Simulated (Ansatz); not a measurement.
Here is an Ansatz 0.2.0 calculation.

Contents of input.yaml:

```yaml
crystal:
  lattice:
    - [3.9883, 0.0, 0.0]
    - [0.0, 3.9883, 0.0]
    - [0.0, 0.0, 3.9883]
  atoms:
    - { symbol: Ta, position: [0.0, 0.0, 0.0] }
    - { symbol: K, position: [0.5, 0.5, 0.5] }
    - { symbol: O, position: [0.0, 0.0, 0.5] }
    - { symbol: O, position: [0.0, 0.5, 0.0] }
    - { symbol: O, position: [0.5, 0.0, 0.0] }
hamiltonian:
  xc: pbe
  pseudopotentials: { kind: paw }
kpoints:
  mp_grid: { grid: [7, 7, 7] }
scf:
  occupations: { method: fermi_dirac, width: 0.05 }
output:
  forces: true
  stress: true
  eigenvalues: true
```

Potentials or basis: Ansatz PAW.

Launch:

```bash
$ ansatz run input.yaml --threads 2 --pin off --max-ram 5120MiB --backend cpu --events-out ev --progress --plain --runs-dir out
```

Problem. Predict the band gap on the k mesh.

Solution. 2.28 eV, indirect (least direct gap 2.83 eV).

Problem. Estimate the pressure.

Solution. 5.4 GPa.

Caveat: odd divisions of the mesh miss points on the zone boundary, where band edges often lie, so the gap on the mesh can be too wide; the pressure holds a Pulay correction of +0.6 GPa for the finite cutoff; spin-orbit coupling is left out, which moves the levels of the heavy elements. A k mesh can miss the band edges.
